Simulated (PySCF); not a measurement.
## How well do the runs reproduce experiment for C5H5N?

**The experiment to reproduce.**

From NIST CCCBDB Release 22 (SRD 101), experimental dipoles, for the gas: dipole moment (microwave Stark effect) 2.19 D.

The results are set against them at the end.

Compound: C5H5N.
Atom-mapped SMILES: `[cH:1]1[cH:2][cH:3][n:4][cH:5][cH:6]1` (hydrogens: H7 on C1; H8 on C2; H9 on C3; H10 on C5; H11 on C6)

Cartesian coordinates in Å at the B3LYP/def2-SVP level; atoms count from 1:
```xyz
11
C5H5N angstrom
C      0.0771    1.1320   -0.0132
C      1.2312    0.3456    0.0137
C      1.0884   -1.0464    0.0383
N     -0.0950   -1.6656    0.0375
C     -1.1937   -0.9065    0.0115
C     -1.1647    0.4925   -0.0144
H      0.1441    2.2230   -0.0328
H      2.2256    0.7982    0.0157
H      1.9766   -1.6897    0.0595
H     -2.1539   -1.4366    0.0112
H     -2.0962    1.0630   -0.0348
```

Runs made with PySCF (gas phase, on this B3LYP/def2-SVP geometry; no spin–orbit coupling):

```
                       level                                          job  basis functions  wall time
B3LYP/def2-SVP, grid level 1  geometry optimisation from a GFN2-xTB start              109       16 s
```

Hardware: an Arm Neoverse V1 with one thread (shared host).

**Comparison with experiment**

**Dipole moment.** Measured: 2.19 D (NIST CCCBDB Release 22 (SRD 101), experimental dipoles).

```csv
level,computed (D),computed − measured (D),% (from the printed values)
B3LYP/def2-SVP,2.13,-0.06,-3
```

The computed dipoles belong to one fixed geometry; measured ones are averaged over vibrations unless marked μe. Magnitudes are compared, not signs.

The geometry is computed, not the measured one. Where a level misses, the cause wasn't examined.
